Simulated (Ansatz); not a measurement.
# HgTe (Coloradoite) (F-43m) in Ansatz: further runs

One crystal, HgTe (Coloradoite), is run at these levels: PBEsol, LDA; tasks: band structure.

Everything below comes from runs of Ansatz 0.2.0. Logs are shortened: lines on timing, memory, paths and dates and some standing lists are left out, and cuts for length are marked.

## (1) The structure

Symmetry: F-43m, No. 216, cubic system. Conventional cell: a = 6.429 Å, b = 6.429 Å, c = 6.429 Å, α = 90.00°, β = 90.00°, γ = 90.00°. Hg (site symmetry -43m) is surrounded by 4 Te at 2.78 Å. Te (site symmetry -43m) has 4 Hg at 2.78 Å as nearest neighbours.

## (2) Band structure, PBEsol

Contents of input.yaml:

```yaml
crystal:
  lattice:
    - [0.0, 3.2145, 3.2145]
    - [3.2145, 0.0, 3.2145]
    - [3.2145, 3.2145, 0.0]
  atoms:
    - { symbol: Hg, position: [0.0, 0.0, 0.0] }
    - { symbol: Te, position: [0.75, 0.75, 0.75] }
kpoints:
  mp_grid: { grid: [7, 7, 7] }
  band_path:
    path:
      - [0.0, 0.0, 0.0]
      - [0.5, 0.0, 0.5]
      - [0.5, 0.25, 0.75]
      - [0.375, 0.375, 0.75]
      - [0.0, 0.0, 0.0]
      - [0.5, 0.5, 0.5]
      - [0.625, 0.25, 0.625]
      - [0.5, 0.25, 0.75]
    npoints: 12
scf:
  occupations: { method: fermi_dirac, width: 0.05 }
hamiltonian:
  xc: pbesol
  pseudopotentials: { kind: all_electron, lapw: { basis_error: 0.001 } }
output:
  forces: true
  stress: true
  eigenvalues: true
```

Potentials or basis: all-electron LAPW, scalar-relativistic.

Started as:

```sh
$ ansatz run input.yaml --threads 1 --pin off --max-ram 3072MiB --backend cpu --events-out ev --progress --plain --runs-dir out
```

Standard output:

```text
Warning: RAYON_NUM_THREADS=1 ignored (pool sized by the plan → 1); use --threads N
LAPW: plane waves up to 8.293 Å⁻¹, error target 1.0e-3 eV per atom; small_component_spin mean_spin; Te in spheres of 1.373 Å, 24 of its electrons in bands, Dirac shells []; Hg in spheres of 1.410 Å, 44 of its electrons in bands, Dirac shells [] (how accurate: hamiltonian.pseudopotentials.lapw.basis_error, Limitations)
Engine: ansatz 0.2.0, aarch64-unknown-linux-gnu
Pseudopotentials: kind: all_electron
Pseudopotential: Hg, LAPW, valence charge 44, lapw/all_electron/scalar/gaussian/Hg, Koelling and Harmon's equation, gaussian nucleus
Pseudopotential: Te, LAPW, valence charge 24, lapw/all_electron/scalar/gaussian/Te, Koelling and Harmon's equation, gaussian nucleus
Functional definition: PBEsol
  exchange = pbesol_x
  correlation = pbesol_c
Crystal: 2 atoms, lattice volume = 66.431 Å³
Basis set: ecut = 262.0461301894825 eV, 645 PW (Γ), exchange–correlation at level 2
Bands: 41, of which v1, the nominal top of the filled ones, is band 34 counted from 1 (33 counted from 0)
Symmetry: 24 space group operations
Space group: F-43m (ITA 216), of the structure as read, at distance tolerance 4.1e-5 Å
k-points: 20 of 343 (time reversal used)
Non-local potential: Hg, projectors of the file, none
Non-local potential: Te, projectors of the file, none
Initial density: superposition of atomic densities (chi_scale 0.1, normalization cell, long waves kept (reshape's long-wave potential 0.00 eV rms))
Initial wavefunctions: plane waves of lowest kinetic energy (no species holds an atomic orbital)
Functional: x = pbesol(κ = 0.804, μ = 0.12345679012345678), c = pbesol(β = 0.046)
iter 1 solved again at ethr=5.87e-4 eV; its pass at ethr=1.00e-1 eV (dr2=3.99e-1 eV) is discarded
SCF iter   1: F=—  HF=-718490.879332 eV  |F-HF|=—  |Δ(HF+E_count)|=         —  Δρ=1.87e-2  dr2=4.00e-1  ethr=5.87e-4  ⟨swp⟩=2.4  Hψ=5115  notcnv=0
preconditioner: auto → none  [insulator: Δε(μ)=0.789 eV  Ē_g=12.249 eV  σ=0.050 eV  W_gap=0.69  n_scr=14 (ndim 8)  ℏωp=19.3 eV  f_vac=0.324  D(μ)=0.08/eV (n_scr^D=0)  ε∞_Penn≈3.5]
iter 2 solved again at ethr=4.30e-5 eV; its pass at ethr=5.87e-4 eV (dr2=2.92e-2 eV) is discarded
SCF iter   2: F=—  HF=-718490.688588 eV  |F-HF|=—  |Δ(HF+E_count)|=   1.91e-1  Δρ=6.11e-3  dr2=2.93e-2  ethr=4.30e-5  ⟨swp⟩=2.0  Hψ=4215  notcnv=0
SCF iter   3: F=—  HF=-718490.648769 eV  |F-HF|=—  |Δ(HF+E_count)|=   3.98e-2  Δρ=3.67e-3  dr2=6.85e-3  ethr=4.30e-5  ⟨swp⟩=2.0  Hψ=2512  notcnv=0
SCF iter   4: F=—  HF=-718490.647502 eV  |F-HF|=—  |Δ(HF+E_count)|=         —  Δρ=8.65e-4  dr2=3.65e-4  ethr=1.01e-5  ⟨swp⟩=2.0  Hψ=2381  notcnv=0
the basis was enlarged: its passes take 45.3 KiB over the memory plan, 1 of 1 planned eigensolver slots
SCF iter   5: F=—  HF=-718490.647438 eV  |F-HF|=—  |Δ(HF+E_count)|=   6.46e-5  Δρ=1.11e-4  dr2=4.91e-6  ethr=5.37e-7  ⟨swp⟩=2.0  Hψ=2381  notcnv=0
SCF iter   6: F=—  HF=-718490.647441 eV  |F-HF|=—  |Δ(HF+E_count)|=   3.84e-6  Δρ=1.98e-5  dr2=2.39e-7  ethr=7.22e-9  ⟨swp⟩=2.8  Hψ=2404  notcnv=0
SCF iter   7: F=-718490.647442 eV  HF=-718490.647442 eV  |F-HF|=2.72e-8  |Δ(HF+E_count)|=   1.88e-7  Δρ=5.04e-6  dr2=1.29e-8  ethr=3.51e-10  ⟨swp⟩=3.0  Hψ=2465  notcnv=0
SCF 1 converged in 7 iterations: F = -718490.647442 eV  dr2 = 1.29e-8
NSCF: frozen V_eff on 85 k-points
SCF converged after 7 iterations
Free energy (F): -718490.647442 eV
Harris-Foulkes:  -718490.647442 eV  (|F-HF|=2.72e-8)
Internal energy: -718490.646758 eV  (E = F + TS)
E sigma→0 (E₀):  -718490.647100 eV
Entropy (-TS):   -0.000684 eV (-0.342 meV/atom)
Fermi energy:    11.034264 eV
--- Per-component energies (eV) ---
  E_band       = -6066.683544
  E_kinetic    = 805664.507001
  E_xc         = -14701.043544
  E_electrostatic = -1509454.110214  (all electrons and nuclei)
  E_smearing   = -0.000684  (= −TS)
  E_closure    = 0.000000  (closes the sum)
  E_atoms      = -718486.292521  (free atoms, spherical and without spin; not in F)
  Σ components = -718490.647442   (vs F -718490.647442, Δ=0.00e0)
  Basis errors (estimates in eV, not in F): energy 4.3e-4 per atom: plane waves 4.0e-4 (2.3e-4 summed), levels above the bands 1.6e-81, relativity 1.9e-8, radial functions 3.5e-5, core shells 1.4e-8; eigenvalues (radial functions only) 8.8e-7; not estimated: angular momenta, meshes, grids; target (lapw.basis_error) 1.0e-3; muffin-tin radii Te 1.373 Å, Hg 1.410 Å
--- Forces (eV/Å), atoms counted from 1 ---
  atom   1  Hg     0.00000000    -0.00000000    -0.00000000
  atom   2  Te    -0.00000000     0.00000000    -0.00000000
  max |Σ_I F_I| component: 2.08e-17 eV/Å
--- Stress (GPa, compression-positive) ---
        1.773504      -0.000000      -0.000000
       -0.000000       1.773504       0.000000
       -0.000000       0.000000       1.773504
  P = ⅓ Tr σ = 1.7735 GPa (17.735 kbar)
--- Band table (eV; the first three rows and the last of 20) ---
  k-point 0: bands = ["-334.0690", "-334.0690", "-334.0671", "-334.0671", "-334.0671", "-148.1828", "-104.0279", "-98.2864", "-98.2864", "-98.2864", "-81.9891", "-81.9891", "-81.9891", "-81.9880", "-81.9880", "-81.9880", "-81.9868", "-52.4294", "-52.4294", "-52.4294", "-25.7338", "-25.7338", "-25.7338", "-25.7245", "-25.7245", "-1.1483", "3.5534", "3.5534", "3.5534", "4.1083", "4.1083", "10.2317", "10.9940", "10.9940", "10.9940", "15.1630", "15.1630", "15.1630", "17.2842", "20.7062", "20.7062"]
  k-point 1: bands = ["-334.0690", "-334.0690", "-334.0671", "-334.0671", "-334.0671", "-148.1828", "-104.0279", "-98.2864", "-98.2864", "-98.2864", "-81.9891", "-81.9891", "-81.9891", "-81.9880", "-81.9880", "-81.9880", "-81.9868", "-52.4294", "-52.4294", "-52.4294", "-25.7339", "-25.7337", "-25.7337", "-25.7244", "-25.7244", "-1.0446", "3.5821", "3.5821", "3.5904", "4.1055", "4.1055", "8.8873", "10.7615", "10.7615", "11.7055", "15.0979", "15.4643", "15.4643", "18.4336", "19.6376", "19.6376"]
  k-point 2: bands = ["-334.0690", "-334.0690", "-334.0671", "-334.0671", "-334.0671", "-148.1828", "-104.0279", "-98.2864", "-98.2864", "-98.2864", "-81.9891", "-81.9891", "-81.9891", "-81.9880", "-81.9880", "-81.9880", "-81.9868", "-52.4295", "-52.4294", "-52.4294", "-25.7341", "-25.7336", "-25.7336", "-25.7243", "-25.7243", "-0.7972", "3.6402", "3.6402", "3.7766", "4.1094", "4.1094", "7.1236", "10.3179", "10.3179", "11.7915", "15.8914", "15.8914", "16.2025", "18.4930", "19.5981", "19.5981"]
  k-point 19: bands = ["-334.0690", "-334.0690", "-334.0671", "-334.0671", "-334.0671", "-148.1828", "-104.0279", "-98.2864", "-98.2864", "-98.2864", "-81.9891", "-81.9891", "-81.9891", "-81.9880", "-81.9880", "-81.9880", "-81.9868", "-52.4295", "-52.4295", "-52.4294", "-25.7342", "-25.7338", "-25.7333", "-25.7244", "-25.7241", "-0.3585", "3.7665", "3.8274", "4.0360", "4.0931", "4.6811", "5.4178", "8.0133", "8.7560", "13.8087", "15.3463", "16.5955", "17.4823", "19.6650", "21.0981", "22.8452"]
```

It took 31 s on 1 thread of Arm Neoverse V2, shared host; peak memory 0.31 GiB.

Results:

```
Free energy             : -718490.6474 eV
Pressure                : 1.8 GPa
Band gap along the path : none (metal or under the smearing width)
```

Levels at the corners of the path, in eV from the Fermi level:
```
point  band 31  band 32  band 33  band 34  band 35  band 36  band 37  band 38
    Γ    -6.93    -0.80    -0.04    -0.04    -0.04     4.13     4.13     4.13
    X    -6.46    -5.59    -2.40    -2.40     1.81     2.30     8.10     8.86
    W    -6.28    -5.69    -2.82    -2.69     3.10     4.49     5.18     6.02
    K    -6.37    -5.62    -3.07    -2.00     2.15     3.91     6.91     7.14
    Γ    -6.93    -0.80    -0.04    -0.04    -0.04     4.13     4.13     4.13
    L    -6.61    -5.67    -1.07    -1.07     0.60     4.95     4.95     6.65
    U    -6.37    -5.62    -3.07    -2.00     2.15     3.91     6.91     7.14
    W    -6.28    -5.69    -2.82    -2.69     3.10     4.49     5.18     6.02
```

Caveat: spin-orbit coupling is left out, which moves the levels of the heavy elements.

## (3) Band structure, LDA

input.yaml: that of step 2 with these lines changed.

```diff
@@ -24,3 +24,3 @@
 hamiltonian:
-  xc: pbesol
+  xc: lda
   pseudopotentials: { kind: all_electron, lapw: { basis_error: 0.001 } }
```

Potentials or basis: all-electron LAPW, scalar-relativistic.

Started as:

```sh
$ ansatz run input.yaml --threads 1 --pin off --max-ram 3072MiB --backend cpu --events-out ev --progress --plain --runs-dir out
```

Run time: 31 s. Hardware: 1 thread of Arm Neoverse V2, shared host; peak memory 0.31 GiB.

The run converged. Its results:

| Item | Value |
| --- | --- |
| Free energy | -718271.0439 eV |
| Pressure | 0.2 GPa |
| Band gap along the path | none (metal or under the smearing width) |

Levels at the corners of the path, in eV from the Fermi level:
```
point  band 32  band 33  band 34  band 35  band 36  band 37
    Γ    -0.93    -0.04    -0.04    -0.04     4.12     4.12
    X    -5.61    -2.40    -2.40     1.77     2.25     8.02
    W    -5.72    -2.82    -2.69     3.06     4.46     5.13
    K    -5.65    -3.08    -2.00     2.11     3.87     6.87
    Γ    -0.93    -0.04    -0.04    -0.04     4.12     4.12
    L    -5.70    -1.07    -1.07     0.53     4.94     4.94
    U    -5.65    -3.08    -2.00     2.11     3.87     6.87
    W    -5.72    -2.82    -2.69     3.06     4.46     5.13
```

Caveat: spin-orbit coupling is left out, which moves the levels of the heavy elements.
